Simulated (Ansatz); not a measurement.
Crystal: Fe2Si.

```xyz
3
Lattice="-1.3475 1.3475 4.4526 1.3475 -1.3475 4.4526 1.3475 1.3475 -4.4526" Properties=species:S:1:pos:R:3 pbc="T T T"
Fe    0.0000    0.0000    5.8807
Fe    0.0000    0.0000    3.0245
Si    0.0000    0.0000    0.0000
```

The cell comes from a database or a generator and needn't be the stable form of this composition.

Base run:

- Program: Ansatz 0.2.0
- Functional: PBEsol
- Potentials or basis: Ansatz PAW
- Cutoff: 420 eV (not typed: the program's choice for these potentials)
- k mesh: 14 × 14 × 14
- Occupations: fermi-dirac, width 0.05 eV
- Spin: no spin polarisation

Its results: band gap on the k mesh none (metal or under the smearing width); pressure -12.9 GPa; largest force 0.540 eV/Å.

Question: The run is repeated on the same cell with these changes: spin from no spin polarisation to collinear spin, antiferromagnetic start. What comes out?

Answer: Band gap on the k mesh none (metal or under the smearing width); pressure -8.5 GPa; net moment -2.35 μB per cell; site moments Fe -1.23; Si +0.05 μB; largest force 0.110 eV/Å.

Caveats: the PAW data sets come from PBE, with cores solved anew for the run's functional, which leaves a small shift of forces and pressure; the starting moments weren't kept (some runs).
